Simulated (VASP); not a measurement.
Here is a VASP 6.6.1 calculation.

The input INCAR:

```
  PREC = Accurate
  ENCUT = 520
  EDIFF = 1E-6
  ISMEAR = 0
  SIGMA = 0.15
  LREAL = False
  LASPH = True
  NELM = 100
  ALGO = Fast
  ISIF = 2
  LWAVE = False
  LCHARG = False
  GGA = PE
  NBANDS = 16
```

KPOINTS

```
regular mesh
0
Gamma
  14 14 14
```

Contents of POSCAR:

```
InP
1.0
    0.0000000000      2.8550000000      2.8550000000
    2.8550000000      0.0000000000      2.8550000000
    2.8550000000      2.8550000000      0.0000000000
In P
1 1
Direct
    0.0175131349      0.0175131349     -0.0175131349
    0.5000000000      0.5000000000      0.5000000000
```

Potentials or basis: VASP PAW PBE potentials, release 64 (In_d, P).

The run is started by

```sh
$ cat potpaw_PBE.64/In_d/POTCAR potpaw_PBE.64/P/POTCAR > POTCAR
$ mpirun -np 1 vasp_std > vasp.out
```

(1) What does it give for the largest force?

(2) Estimate the band gap on the k mesh.

(3) Predict the pressure.

Results:

(1) 0.095 eV/Å.

(2) none (metal or under the smearing width).

(3) -5.1 GPa.
